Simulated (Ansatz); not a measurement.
**FeO in Ansatz: the effect of starting spin order**

FeO:

```
CELL_PARAMETERS angstrom
-1.60210 1.60210 2.08339
1.60210 -1.60210 2.08339
1.60210 1.60210 -2.08339
ATOMIC_POSITIONS crystal
Fe 0.00000 0.00000 0.00000
O 0.50000 0.50000 0.00000
```

The cell comes from a database or a generator and needn't be the stable form of this composition.

Alike in all runs:

| Property | Result |
| --- | --- |
| Program | Ansatz 0.2.0 |
| Task | single point |
| Functional | PBEsol |
| Potentials or basis | Ansatz PAW |
| Cutoff | 420 eV (not typed: the program's choice for these potentials) |
| k mesh | 12 × 12 × 12 |
| Occupations | fermi-dirac, width 0.05 eV |

```csv
starting spin order,spin,starting moments,energy over the lowest run (meV/atom),final net moment (μB),final largest site moment (μB)
spin off,no spin polarisation,-,?,?,?
fm,"collinear spin, ferromagnetic start","[3.0, 0.0] μB",0.0,4.00,3.39
random,"collinear spin, random start","[-2.68, 0.0] μB",0.0,-4.00,3.39
"ferromagnetic start, larger moments","collinear spin, ferromagnetic start","[4.5, 0.0] μB",0.0,4.00,3.39
```

What does the run with starting spin order spin off give?

Energy over the lowest run 814.3 meV/atom; final net moment 0.00 μB; final largest site moment 0.00 μB.

Caveats: a cell with one magnetic atom can't hold antiferromagnetic order, which such compounds often take (some runs).
